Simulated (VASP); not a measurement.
Input of a VASP 6.6.1 run:

File INCAR:

```
  PREC = Accurate
  ENCUT = 600
  EDIFF = 1E-7
  ISMEAR = 0
  SIGMA = 0.03
  LREAL = False
  LASPH = True
  NELM = 80
  ALGO = Normal
  ISIF = 3
  LWAVE = False
  LCHARG = False
  GGA = PS
  IBRION = 2
  NSW = 90
  EDIFFG = -0.005
  KPAR = 8
```

The input KPOINTS:

```
regular mesh
0
Gamma
  8 8 8
```

POSCAR

```
KI                                      
1.0
   -0.0000000000      3.5081227384      3.5081227384
    3.5081227384     -0.0000000000      3.5081227384
    3.5081227384      3.5081227384      0.0000000000
  K               I             
     1     1
Direct
     0.0000000000000000    0.0000000000000000    0.0000000000000000
     0.5000000000000000    0.5000000000000000    0.5000000000000000
```

Potentials or basis: VASP PAW PBE potentials, release 64 (K_sv, I).

Run with:

```bash
$ cat potpaw_PBE.64/K_sv/POTCAR potpaw_PBE.64/I/POTCAR > POTCAR
$ mpirun -np 8 vasp_std > vasp.out
```

(1) Predict the band gap on the k mesh.

Answers

(1) 3.86 eV, direct.

Caveat: the relaxation stopped at its first step, so nothing moved; spin-orbit coupling is left out, which moves the levels of the heavy elements.
